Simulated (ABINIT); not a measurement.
# GaN (P6_3mc) in ABINIT: notebook

Aim: see how the results for GaN move with the level of theory and the settings. Levels: LDA, PBEsol. Tasks: single point.

Everything below comes from runs of ABINIT 10.8.3 (patched build). Logs are shortened: lines on timing, memory, paths and dates and some standing lists are left out, and cuts for length are marked. The log counts tension as positive stress, the text compression.

**Experimental background.**

From “Studying electronic properties in GaN without electrical contacts using γ-γ vs e−-γ Perturbed Angular Correlations”, 2019, pmc:6823545, for a bulk crystal of GaN: band gap 3.503 ± 0.005 eV (direct).

The runs below are set against these values where they give the same quantity.

**1. The structure**

The structure is hexagonal, space group P6_3mc (No. 186). The conventional cell has a = 3.180 Å, b = 3.180 Å, c = 5.166 Å, α = 90.00°, β = 90.00°, γ = 120.00°. Around Ga (site symmetry 3m) lie 4 N at 1.94 to 1.95 Å. N (site symmetry 3m) is surrounded by 4 Ga at 1.94 to 1.95 Å.

**2. Single point, LDA**

The input, run.abi:

```
# Pseudopotentials
pp_dirpath "./"
pseudos "Ga.upf, N.upf"

# Structure
acell 3.18 3.18 5.166 Angstrom
rprim
     1.0000000000     0.0000000000     0.0000000000
    -0.5000000000     0.8660254038     0.0000000000
     0.0000000000     0.0000000000     1.0000000000
ntypat 2
znucl 31 7
natom 4
typat 1 1 2 2
xred
     0.6666666667     0.3333333333     0.5000000000
     0.3333333333     0.6666666667     0.0000000000
     0.6666666667     0.3333333333     0.8750000000
     0.3333333333     0.6666666667     0.3750000000

# Plane-wave basis
ecut 1088.455450 eV

# k points
kptopt 1
ngkpt 8 8 4
nshiftk 1
shiftk 0.0 0.0 0.0

# Exchange and correlation
ixc 7

# Bands and occupations
nband 22
occopt 3
tsmear 0.00183747

# SCF cycle
nstep 100
tolvrs 1.0e-10

# Output
iomode 3
prtwf 0
prteig 0
prtebands 0
enunit 2
prtden 1
prtvha 1
prtvclmb 1
prtpot 1
prtelf 1
```

Potentials or basis: PseudoDojo NC SR LDA v0.4.1 standard.

Launch:

```console
$ abinit run.abi > log 2>&1
```

run.abo:

```text
.Version 10.8.3 of ABINIT
 Symmetries : space group P6_3 m c (#186); Bravais hP (primitive hexag.)
================================================================================
 Values of the parameters that define the memory need of the present run
     intxc =       0    ionmov =       0      iscf =       7    lmnmax =       6
     lnmax =       6     mgfft =      60  mpssoang =       3    mqgrid =    3001
     natom =       4  nloc_mem =       1    nspden =       1   nspinor =       1
    nsppol =       1      nsym =      12    n1xccc =    2501    ntypat =       2
    occopt =       3   xclevel =       1
       mpw =        3709          nfft =       77760          nkpt =          30
================================================================================
================================================================================

--------------------------------------------------------------------------------
------------- Echo of variables that govern the present computation ------------
--------------------------------------------------------------------------------
 -outvars: echo values of preprocessed input variables --------
            acell      6.0093290804E+00  6.0093290804E+00  9.7623251664E+00 Bohr
              amu      6.97230000E+01  1.40067400E+01
             ecut      4.00000000E+01 Hartree
           enunit           2
              ixc           7
         kptrlatt        8    0    0      0    8    0      0    0    4
          kptrlen      3.90493007E+01
            natom           4
            nband          22
            ngfft          36      36      60
             nkpt          30
            nstep         100
             nsym          12
           ntypat           2
           occopt           3
        prtebands           0
           prteig           0
           prtelf           1
           prtpot           1
         prtvclmb           1
           prtvha           1
            prtwf           0
            rprim      1.0000000000E+00  0.0000000000E+00  0.0000000000E+00
                      -5.0000000000E-01  8.6602540380E-01  0.0000000000E+00
                       0.0000000000E+00  0.0000000000E+00  1.0000000000E+00
          spgroup         186
           tolvrs      1.00000000E-10
           tsmear      1.83747000E-03 Hartree
            typat      1  1  2  2
           xangst      1.5900000000E+00  9.1798692803E-01  2.5830000000E+00
                      -1.5703331812E-16  1.8359738561E+00  0.0000000000E+00
                       1.5900000000E+00  9.1798692803E-01  4.5202500000E+00
                      -1.5703331812E-16  1.8359738561E+00  1.9372500000E+00
            xcart      3.0046645402E+00  1.7347438811E+00  4.8811625832E+00
                      -2.9674996389E-16  3.4694877623E+00  0.0000000000E+00
                       3.0046645402E+00  1.7347438811E+00  8.5420345206E+00
                      -2.9674996389E-16  3.4694877623E+00  3.6608719374E+00
             xred      6.6666666667E-01  3.3333333333E-01  5.0000000000E-01
                       3.3333333333E-01  6.6666666667E-01  0.0000000000E+00
                       6.6666666667E-01  3.3333333333E-01  8.7500000000E-01
                       3.3333333333E-01  6.6666666667E-01  3.7500000000E-01
            znucl       31.00000    7.00000

================================================================================

 chkinp: Checking input parameters for consistency.

================================================================================
== DATASET  1 ==================================================================

--- !DatasetInfo
iteration_state: {dtset: 1, }
dimensions: {natom: 4, nkpt: 30, mband: 22, nsppol: 1, nspinor: 1, nspden: 1, mpw: 3709, }
cutoff_energies: {ecut:  40.0, pawecutdg:  -1.0, }
electrons: {nelect:   3.60000000E+01, charge:   0.00000000E+00, occopt:   3.00000000E+00, tsmear:   1.83747000E-03, }
meta: {optdriver: 0, ionmov: 0, optcell: 0, iscf: 7, paral_kgb: 0, }
...

 Exchange-correlation functional for the present dataset will be:
  LDA: Perdew-Wang 92 LSD fit to Ceperley-Alder data - ixc=7
  J.P.Perdew and Y.Wang, PRB 45, 13244 (1992)

 Real(R)+Recip(G) space primitive vectors, cartesian coordinates (Bohr,Bohr^-1):
 R(1)=  6.0093291  0.0000000  0.0000000  G(1)=  0.1664079  0.0960757  0.0000000
 R(2)= -3.0046645  5.2042316  0.0000000  G(2)=  0.0000000  0.1921513  0.0000000
 R(3)=  0.0000000  0.0000000  9.7623252  G(3)=  0.0000000  0.0000000  0.1024346
 Unit cell volume ucvol=  3.0530638E+02 bohr^3
 Angles (23,13,12)=  9.00000000E+01  9.00000000E+01  1.20000000E+02 degrees

 getcut: wavevector=  0.0000  0.0000  0.0000  ngfft=  36  36  60
         ecut(hartree)=     40.000   => boxcut(ratio)=   2.10417

--- Pseudopotential description ------------------------------------------------
- pspini: atom type   1  psp file is ./Ga.upf
12 -1012 2 -1 1858                            pspcod,pspxc,lmax,lloc,mmax
     nproj     2     2     2

- pspini: atom type   2  psp file is ./N.upf
12 -1012 1 -1 1058                            pspcod,pspxc,lmax,lloc,mmax
     nproj     2     2     0

   2.15219551E+03                                ecore*ucvol(ha*bohr**3)
--------------------------------------------------------------------------------

================================================================================

--- !BeginCycle
iteration_state: {dtset: 1, }
solver: {iscf: 7, nstep: 100, nline: 4, wfoptalg: 0, }
tolerances: {tolvrs: 1.00E-10, }
...

     iter   Etot(hartree)      deltaE(h)  residm     vres2
 ETOT  1  -171.06179322609    -1.711E+02 6.282E-01 2.087E+03
 ETOT  2  -172.89880770962    -1.837E+00 1.405E-01 2.905E+03
 ETOT  3  -173.52919975292    -6.304E-01 2.931E-02 1.045E+02
 ETOT  4  -173.53166580635    -2.466E-03 1.534E-01 1.019E+02
 ETOT  5  -173.53676938170    -5.104E-03 1.895E-02 4.708E+01
 ETOT  6  -173.54331897038    -6.550E-03 6.441E-03 2.203E+01
 ETOT  7  -173.54646643414    -3.147E-03 1.055E-02 1.034E+01
 ETOT  8  -173.54903244907    -2.566E-03 2.994E-03 9.899E-01
 ETOT  9  -173.54930718580    -2.747E-04 1.945E-03 1.341E-02
 ETOT 10  -173.54930892215    -1.736E-06 2.105E-03 4.778E-03
 ETOT 11  -173.54931028470    -1.363E-06 9.204E-04 1.149E-06
 ETOT 12  -173.54931028560    -9.015E-10 7.779E-04 1.785E-08
 ETOT 13  -173.54931028561    -6.025E-12 2.912E-04 7.512E-10
 ETOT 14  -173.54931028561    -4.633E-12 2.416E-04 2.347E-11

 At SCF step   14       vres2   =  2.35E-11 < tolvrs=  1.00E-10 =>converged.

 Compute ELF
--------------------------------------------------------------------------------

 Compute kinetic energy density

 Compute gradient of the electron density
 Electron Localization Function (ELF) [min:0;max:1]
)     Maximum=    8.5639E-01  at reduced coord.    0.8889    0.4444    0.9167
)     Minimum=    0.0000E+00  at reduced coord.    0.3333    0.6667    0.0000
   Integrated=    9.1772E+01

--------------------------------------------------------------------------------
 End of ELF section

 Cartesian components of stress tensor (hartree/bohr^3)
  sigma(1 1)=  1.87533359E-04  sigma(3 2)=  0.00000000E+00
  sigma(2 2)=  1.87533358E-04  sigma(3 1)=  0.00000000E+00
  sigma(3 3)=  1.16619917E-04  sigma(2 1)=  0.00000000E+00

--- !ResultsGS
iteration_state: {dtset: 1, }
comment   : Summary of ground state results
lattice_vectors:
- [  6.0093291,   0.0000000,   0.0000000, ]
- [ -3.0046645,   5.2042316,   0.0000000, ]
- [  0.0000000,   0.0000000,   9.7623252, ]
lattice_lengths: [   6.00933,    6.00933,    9.76233, ]
lattice_angles: [ 90.000,  90.000, 120.000, ] # degrees, (23, 13, 12)
lattice_volume:   3.0530638E+02
convergence: {deltae: -4.633E-12, res2:  2.347E-11, residm:  2.416E-04, diffor: null, }
etotal    :  -1.73549310E+02
entropy   :   0.00000000E+00
fermie    :   2.25572464E-01
cartesian_stress_tensor: # hartree/bohr^3
- [  1.87533359E-04,   0.00000000E+00,   0.00000000E+00, ]
- [  0.00000000E+00,   1.87533358E-04,   0.00000000E+00, ]
- [  0.00000000E+00,   0.00000000E+00,   1.16619917E-04, ]
pressure_GPa:  -4.8220E+00
xred      :
- [  6.6667E-01,   3.3333E-01,   5.0000E-01, Ga]
- [  3.3333E-01,   6.6667E-01,   0.0000E+00, Ga]
- [  6.6667E-01,   3.3333E-01,   8.7500E-01,  N]
- [  3.3333E-01,   6.6667E-01,   3.7500E-01,  N]
cartesian_forces: # hartree/bohr
- [  3.58462010E-28,   2.06958138E-28,  -2.43855351E-03, ]
- [ -3.58462010E-28,  -2.06958138E-28,  -2.43855351E-03, ]
- [  3.58462010E-28,   2.06958138E-28,   2.43855351E-03, ]
- [ -3.58462010E-28,  -2.06958138E-28,   2.43855351E-03, ]
force_length_stats: {min:   2.43855351E-03, max:   2.43855351E-03, mean:   2.43855351E-03, }
...

 Integrated electronic density in atomic spheres:
 ------------------------------------------------
 Atom  Sphere_radius  Integrated_density
    1        2.00000         10.92179876
    2        2.00000         10.92179876
    3        2.00000          5.22319742
    4        2.00000          5.22319742
================================================================================

 ----iterations are completed or convergence reached----

 Mean square residual over all n,k,spin=   37.047E-08; max=  24.161E-05
 reduced coordinates (array xred) for    4 atoms
       0.666666666667      0.333333333333      0.500000000000
       0.333333333333      0.666666666667      0.000000000000
       0.666666666667      0.333333333333      0.875000000000
       0.333333333333      0.666666666667      0.375000000000
 rms dE/dt=  1.3744E-02; max dE/dt=  2.3806E-02; dE/dt below (all hartree)
    1      -0.000000000000      0.000000000000      0.023805894254
    2       0.000000000000      0.000000000000      0.023805894254
    3      -0.000000000000      0.000000000000     -0.023806010379
    4       0.000000000000      0.000000000000     -0.023806010379

 cartesian coordinates (angstrom) at end:
    1      1.59000000000000     0.91798692802800     2.58300000000000
    2     -0.00000000000000     1.83597385605600     0.00000000000000
    3      1.59000000000000     0.91798692802800     4.52025000000000
    4     -0.00000000000000     1.83597385605600     1.93725000000000

 cartesian forces (hartree/bohr) at end:
    1      0.00000000000000     0.00000000000000    -0.00243855351169
    2     -0.00000000000000    -0.00000000000000    -0.00243855351169
    3      0.00000000000000     0.00000000000000     0.00243855351169
    4     -0.00000000000000    -0.00000000000000     0.00243855351169
 frms,max,avg= 1.4078995E-03 2.4385535E-03   0.000E+00  0.000E+00  5.948E-09 h/b

 cartesian forces (eV/Angstrom) at end:
    1      0.00000000000000     0.00000000000000    -0.12539546330799
    2     -0.00000000000000    -0.00000000000000    -0.12539546330799
    3      0.00000000000000     0.00000000000000     0.12539546330799
    4     -0.00000000000000    -0.00000000000000     0.12539546330799
 frms,max,avg= 7.2397104E-02 1.2539546E-01   0.000E+00  0.000E+00  3.058E-07 e/A
 length scales=  6.009329080387  6.009329080387  9.762325166440 bohr
              =  3.180000000000  3.180000000000  5.166000000000 angstroms
 Fermi (or HOMO) energy (hartree) =   0.22557   Average Vxc (hartree)=  -0.45058
 Eigenvalues (hartree) for nkpt=  30  k points:
 kpt#   1, nband= 22, wtk=  0.00391, kpt=  0.0000  0.0000  0.0000 (reduced coord)
  -0.39746   -0.36598   -0.31439   -0.31361   -0.31361   -0.31131   -0.31131   -0.30446
  -0.30446   -0.30070   -0.30070   -0.24811   -0.07758    0.14823    0.14823    0.18531
   0.18765    0.18765    0.26154    0.34296    0.52314    0.54691
      occupation numbers for kpt#   1
   2.00000    2.00000    2.00000    2.00000    2.00000    2.00000    2.00000    2.00000
   2.00000    2.00000    2.00000    2.00000    2.00000    2.00000    2.00000    2.00000
   2.00000    2.00000    0.00000    0.00000    0.00000    0.00000
 prteigrs : prtvol=0 or 1, do not print more k-points.

 Fermi (or HOMO) energy (eV) =   6.13814   Average Vxc (eV)= -12.26101
 Eigenvalues (   eV  ) for nkpt=  30  k points:
 kpt#   1, nband= 22, wtk=  0.00391, kpt=  0.0000  0.0000  0.0000 (reduced coord)
 -10.81555   -9.95887   -8.55486   -8.53368   -8.53368   -8.47130   -8.47130   -8.28470
  -8.28470   -8.18257   -8.18257   -6.75134   -2.11114    4.03363    4.03363    5.04260
   5.10621    5.10621    7.11695    9.33248   14.23539   14.88219
 prteigrs : prtvol=0 or 1, do not print more k-points.

--- !EnergyTerms
iteration_state     : {dtset: 1, }
comment             : Components of total free energy in Hartree
kinetic             :  1.39936534545580E+02
hartree             :  4.34552160285173E+01
xc                  : -4.73421820856558E+01
Ewald energy        : -1.17003474103145E+02
psp_core            :  7.04929758461314E+00
local_psp           : -1.20973730695084E+02
non_local_psp       : -7.86709715604353E+01
internal            : -1.73549310285610E+02
'-kT*entropy'       : -1.93814742343175E-12
total_energy        : -1.73549310285612E+02
total_energy_eV     : -4.72251731490538E+03
band_energy         : -6.57282530133136E+00
...

 Cartesian components of stress tensor (hartree/bohr^3)
  sigma(1 1)=  1.87533359E-04  sigma(3 2)=  0.00000000E+00
  sigma(2 2)=  1.87533358E-04  sigma(3 1)=  0.00000000E+00
  sigma(3 3)=  1.16619917E-04  sigma(2 1)=  0.00000000E+00

-Cartesian components of stress tensor (GPa)         [Pressure= -4.8220E+00 GPa]
- sigma(1 1)=  5.51742191E+00  sigma(3 2)=  0.00000000E+00
- sigma(2 2)=  5.51742188E+00  sigma(3 1)=  0.00000000E+00
- sigma(3 3)=  3.43107642E+00  sigma(2 1)=  0.00000000E+00

== END DATASET(S) ==============================================================
================================================================================

 -outvars: echo values of variables after computation  --------
            acell      6.0093290804E+00  6.0093290804E+00  9.7623251664E+00 Bohr
           etotal     -1.7354931029E+02
            fcart      3.5846200960E-28  2.0695813774E-28 -2.4385535117E-03
                      -3.5846200960E-28 -2.0695813774E-28 -2.4385535117E-03
                       3.5846200960E-28  2.0695813774E-28  2.4385535117E-03
                      -3.5846200960E-28 -2.0695813774E-28  2.4385535117E-03
            rprim      1.0000000000E+00  0.0000000000E+00  0.0000000000E+00
                      -5.0000000000E-01  8.6602540380E-01  0.0000000000E+00
                       0.0000000000E+00  0.0000000000E+00  1.0000000000E+00
           strten      1.8753335898E-04  1.8753335814E-04  1.1661991732E-04
                       0.0000000000E+00  0.0000000000E+00  0.0000000000E+00
           xangst      1.5900000000E+00  9.1798692803E-01  2.5830000000E+00
                      -1.5703331812E-16  1.8359738561E+00  0.0000000000E+00
                       1.5900000000E+00  9.1798692803E-01  4.5202500000E+00
                      -1.5703331812E-16  1.8359738561E+00  1.9372500000E+00
             xred      6.6666666667E-01  3.3333333333E-01  5.0000000000E-01
                       3.3333333333E-01  6.6666666667E-01  0.0000000000E+00
                       6.6666666667E-01  3.3333333333E-01  8.7500000000E-01
                       3.3333333333E-01  6.6666666667E-01  3.7500000000E-01
 Calculation completed.
```

It took 1.8 min on 1 thread of Intel Xeon Platinum 8375C at 2.90GHz (Ice Lake), shared host; peak memory 0.1 GiB.

Results:

| Item | Value |
| --- | --- |
| Free energy | -4722.5173 eV |
| Pressure | -4.8 GPa |
| Largest force | 0.125 eV/Å |
| Band gap on the k mesh | 2.01 eV, direct |
| Valence electrons inside the program's atomic spheres | Ga 10.92; N 5.22 |

Forces in eV/Å, atoms in the order of the input:
```
Ga   0.000  0.000 -0.125
Ga   0.000  0.000 -0.125
N    0.000  0.000  0.125
N    0.000  0.000  0.125
```

Levels at points of the mesh, in eV from the valence-band top:
```
           k point  band 14  band 15  band 16  band 17  band 18  band 19  band 20  band 21  band 22
(0.00, 0.00, 0.00)    -1.07    -1.07    -0.06     0.00     0.00     2.01     4.23     9.13     9.78
(0.50, 0.00, 0.00)    -5.34    -4.32    -2.80    -2.30    -1.00     4.95     5.55     5.96     8.54
(0.00, 0.00, 0.50)    -3.88    -0.55    -0.55    -0.55    -0.55     4.26     4.26     8.40     8.40
(0.50, 0.00, 0.50)    -6.72    -1.98    -1.98    -1.94    -1.94     4.34     4.34     7.70     7.70
```

**3. Single point, PBEsol**

The input, run.abi:

```
# Pseudopotentials
pp_dirpath "./"
pseudos "Ga.upf, N.upf"

# Structure
acell 6.0093290763 6.0093290763 9.7623251598
rprim
     1.0000000000     0.0000000000     0.0000000000
    -0.5000000000     0.8660254038     0.0000000000
     0.0000000000     0.0000000000     1.0000000000
ntypat 2
znucl 31 7
natom 4
typat 1 1 2 2
xcart
     3.0046645385     1.7347438797     4.8811625799
    -0.0000000003     3.4694877600     0.0000000000
     3.0046645385     1.7347438797     8.5420345148
    -0.0000000003     3.4694877600     3.6608719349

# Plane-wave basis
ecut 979.609905 eV

# k points
kptopt 1
ngkpt 8 8 4
nshiftk 1
shiftk 0.0 0.0 0.0

# Exchange and correlation
ixc -116133

# Bands and occupations
nband 22
occopt 3
tsmear 0.00183747

# SCF cycle
nstep 100
tolvrs 1.0e-10

# Output
iomode 3
prtwf 0
prtden 0
prteig 0
prtebands 0
enunit 2
```

Potentials or basis: PseudoDojo NC SR PBEsol v0.4.1 standard.

Launch:

```console
$ abinit run.abi > log 2>&1
```

It took 1.8 min on 1 thread of Intel Xeon at 2.70GHz, shared host; peak memory 0.1 GiB.

It converged, with:

| Item | Value |
| --- | --- |
| Free energy | -4720.0838 eV |
| Pressure | -0.9 GPa |
| Largest force | 0.133 eV/Å |
| Band gap on the k mesh | 1.95 eV, direct |
| Valence electrons inside the program's atomic spheres | Ga 10.90; N 5.25 |

Forces in eV/Å, atoms in the order of the input:
```
Ga   0.000  0.000 -0.133
Ga   0.000  0.000 -0.133
N    0.000  0.000  0.133
N    0.000  0.000  0.133
```

Stress tensor (GPa, compression positive):
```
-1.55  0.00  0.00
 0.00 -1.55  0.00
 0.00  0.00  0.51
```

Levels at points of the mesh, in eV from the valence-band top:
```
           k point  band 16  band 17  band 18  band 19  band 20  band 21
(0.00, 0.00, 0.00)    -0.06     0.00     0.00     1.95     4.25     9.17
(0.50, 0.00, 0.00)    -2.81    -2.30    -1.00     4.97     5.56     5.99
(0.00, 0.00, 0.50)    -0.55    -0.55    -0.55     4.26     4.26     8.46
(0.50, 0.00, 0.50)    -1.98    -1.94    -1.94     4.34     4.34     7.78
```

Caveat: the cutoff is short for stress, so the pressure is rough. Expect the measured gap to be larger: semilocal functionals such as PBEsol lack the derivative discontinuity.

**4. How close it comes**

Step 2. Measured gap of GaN: 3.503 eV (direct; quoted in “Studying electronic properties in GaN without electrical contacts using γ-γ vs e−-γ Perturbed Angular Correlations”, 2019, pmc:6823545). This calculation gives 2.01 eV (-1.49 eV). Spin-orbit coupling on Ga is left out. The value is that of LDA, without temperature or zero-point motion. Semilocal functionals fall short of measured gaps as a rule.
